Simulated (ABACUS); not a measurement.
Crystal: BaTiO3.

```
Ba Ti O
1.0
     4.00600    0.00000    0.00000
     0.00000    4.00600    0.00000
     0.00000    0.00000    4.00600
Ba Ti O
1 1 3
Direct
  0.50000 0.50000 0.50000
  0.00000 0.00000 0.00000
  0.00000 0.00000 0.50000
  0.00000 0.50000 0.00000
  0.50000 0.00000 0.00000
```

| Item | Value |
| --- | --- |
| Program | ABACUS 3.10.1 |
| Task | single point |
| Functional | PBEsol |
| Potentials or basis | PseudoDojo NC SR 0.4.1 PBEsol standard |
| Cutoff | 1143 eV |
| Density cutoff | 4572 eV |
| Basis | plane waves |
| k mesh | 7 × 7 × 7 |
| Occupations | fermi-dirac, width 0.05 eV |
| Spin | no spin polarisation |

On this cell: pressure -4.3 GPa; largest force zero by symmetry; band gap on the k mesh 1.81 eV, indirect (least direct gap 1.89 eV).

The same run follows on a disturbed copy (atoms moved at random, drawn with an rms of 0.05 Å):

```
Ba Ti O
1.0
     4.00600    0.00000    0.00000
     0.00000    4.00600    0.00000
     0.00000    0.00000    4.00600
Ba Ti O
1 1 3
Direct
  0.49958 0.49322 0.50628
  0.00007 0.99796 0.98907
  0.00338 0.00764 0.49317
  0.00026 0.49397 0.00679
  0.50262 0.99346 0.00855
```

Question: What changes?

Answer: The energy moves by +7.2 meV/atom; pressure -4.3 GPa; largest force 0.740 eV/Å; band gap on the k mesh 1.81 eV, indirect (least direct gap 1.90 eV).

Forces in eV/Å, atoms in the order of the input:
```
Ba   0.033  0.102 -0.289
Ti  -0.057  0.052  0.253
O   -0.028 -0.278  0.685
O    0.033  0.134 -0.308
O    0.018 -0.009 -0.340
```

Stress tensor (GPa, compression positive):
```
-4.23  0.02  0.03
 0.02 -4.20 -0.03
 0.03 -0.03 -4.42
```

Caveats: this release of the barium file is off; there are fewer bands than atomic start orbitals, so a level may be missed at k points of high symmetry; spin-orbit coupling is left out, which moves the levels of the heavy elements; an odd mesh through Γ misses points on the zone boundary, where band edges often lie.
